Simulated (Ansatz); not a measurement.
Runs of Ansatz 0.2.0 on Sb. Symmetry: Pm-3m, No. 221, cubic system. The conventional cell has a = 3.160 Å, b = 3.160 Å, c = 3.160 Å, α = 90.00°, β = 90.00°, γ = 90.00°. Sb (site symmetry m-3m) is surrounded by 6 Sb at 3.16 Å. This isn't the form of Sb at room conditions, which is rhombohedral.

```csv
task,level,potentials or basis,spin,cell,k mesh,cutoff (eV),smearing,atoms under strain,points for each segment of the path,mesh quality,gap on the mesh (eV),pressure (GPa)
electric field gradients,r2SCAN+D3(BJ)-ATM,Ansatz PAW earlier set,off,as given,8 × 8 × 8,430,methfessel-paxton 0.1 eV,-,-,not flagged,none,-4.2
elastic constants,LDA,JTH PAW LDA,off,volume scaled by 1.25,5 × 5 × 5,1950,fermi-dirac 0.05 eV,relaxed,-,coarse,none,-10.2
projected density of states,LDA,Ansatz PAW,"SOC, no magnetisation",as given,8 × 8 × 8,420,tetrahedron,-,-,not flagged,none,-6.0
band structure,exchange-only PBE,Ansatz PAW,"SOC, no magnetisation",as given,8 × 8 × 8,420,fermi-dirac 0.1 eV,-,14,not flagged,none,(a)
```

Question: Fill in the values left out.

Answer: (a) 7.0.

Caveats: some runs use coarse meshes; the PAW data sets come from PBE, with cores solved anew for the run's functional, which leaves a small shift of forces and pressure (some runs); pairwise dispersion overbinds metals, which lowers pressure and volume (some runs); the cell is more than 3 GPa from zero pressure, which shifts response properties (some runs); the elastic tensor has a negative eigenvalue, so either the cell is unstable as it stands or the mesh is too thin (some runs); with tetrahedron occupations forces and stress needn't match the slope of the energy (some runs).

A k mesh can miss the band edges, and rows without SOC leave out spin-orbit coupling on Sb.

A gap of «none» marks a metal or a gap under the smearing width.

Runs at the PBE level aren't shown here.
